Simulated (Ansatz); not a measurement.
**NaH: band structure with PBE**

Crystal: NaH.

```xyz
2
Lattice="0.0000 2.4400 2.4400 2.4400 0.0000 2.4400 2.4400 2.4400 0.0000" Properties=species:S:1:pos:R:3 pbc="T T T"
Na    0.0000    0.0000    0.0000
H     2.4400    2.4400    2.4400
```

```json
{"Program": "Ansatz 0.2.0", "Task": "band structure", "Functional": "PBE", "Potentials or basis": "all-electron LAPW, scalar-relativistic", "Cutoff": "153 eV (chosen from the basis error)", "Basis error allowed": "0.001 eV/atom", "k mesh": "9 × 9 × 9", "Occupations": "fermi-dirac, width 0.05 eV", "Spin": "no spin polarisation"}
```

* Pressure: -0.6 GPa
* Band gap on the k mesh: 4.01 eV, indirect (least direct gap 4.70 eV)
* Band gap along the path: 3.71 eV, indirect (least direct gap 4.56 eV)

Levels at the corners of the path, in eV from the valence-band top:
| point | band 1 | band 2 | band 3 | band 4 | band 5 | band 6 | band 7 | band 8 | band 9 |
| --- | --- | --- | --- | --- | --- | --- | --- | --- | --- |
| Γ | -50.28 | -22.16 | -22.16 | -22.16 | -3.53 | 10.17 | 15.38 | 15.38 | 15.38 |
| X | -50.27 | -22.24 | -22.19 | -22.19 | -0.17 | 4.58 | 9.93 | 10.49 | 10.49 |
| W | -50.27 | -22.22 | -22.22 | -22.19 | 0.00 | 5.96 | 5.96 | 8.20 | 16.03 |
| K | -50.27 | -22.23 | -22.21 | -22.19 | -0.11 | 5.26 | 6.26 | 11.08 | 11.57 |
| Γ | -50.28 | -22.16 | -22.16 | -22.16 | -3.53 | 10.17 | 15.38 | 15.38 | 15.38 |
| L | -50.27 | -22.25 | -22.17 | -22.17 | -0.84 | 3.71 | 10.58 | 13.20 | 13.20 |
| U | -50.27 | -22.23 | -22.21 | -22.19 | -0.11 | 5.26 | 6.26 | 11.08 | 11.57 |
| W | -50.27 | -22.22 | -22.22 | -22.19 | 0.00 | 5.96 | 5.96 | 8.20 | 16.03 |

Wall time 3.2 s on 1 thread of Intel(R) Xeon(R) Platinum 8375C CPU @ 2.90GHz (Ice Lake), with other jobs on the host, peak memory 0.26 GiB.

Caveat: the mesh misses the band edges, which the band path finds closer together. As with any semilocal functional, this PBE gap is likely too small.
